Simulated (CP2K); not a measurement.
Runs of CP2K 2026.2 on Mg. The structure is hexagonal, space group P6_3/mmc (No. 194). The conventional cell has a = 3.209 Å, b = 3.209 Å, c = 5.210 Å, α = 90.00°, β = 90.00°, γ = 120.00°. Mg (site symmetry -6m2) has 12 Mg at 3.20 to 3.21 Å as nearest neighbours. 

```tsv
level	cutoff of the non-local correlation (Ry)	gap on the mesh (eV)	pressure (GPa)	largest force (eV/Å)
AM05	-	none	-0.1	-
PBEsol	-	none	-0.1	-
HLE16	-	none	-7.1	1.09
vdW-DF-cx	300	none	(a)	0.01
LDA	-	none	(b)	-
MS2	-	none	0.1	-
PBE	-	none	0.7	-
```

Alike in all rows: task single point; potentials or basis POTENTIAL_UZH Mg GTH-PBE-q10; TZVP-MOLOPT-PBE-GTH basis; no spin polarisation; cell as given; k mesh 10 × 10 × 5; smearing fermi-dirac 0.05 eV.

**Question.** Estimate the missing entries.

**Answer.** (a) 0.8; (b) -1.3.

Caveats: the basis of atomic orbitals isn't converged, which shifts pressures, moduli and gaps; the potentials were made for another functional, which shifts forces and pressure (some runs); the potentials were made for a functional far from this one (some runs).

A gap of «none» marks a metal or a gap under the smearing width.
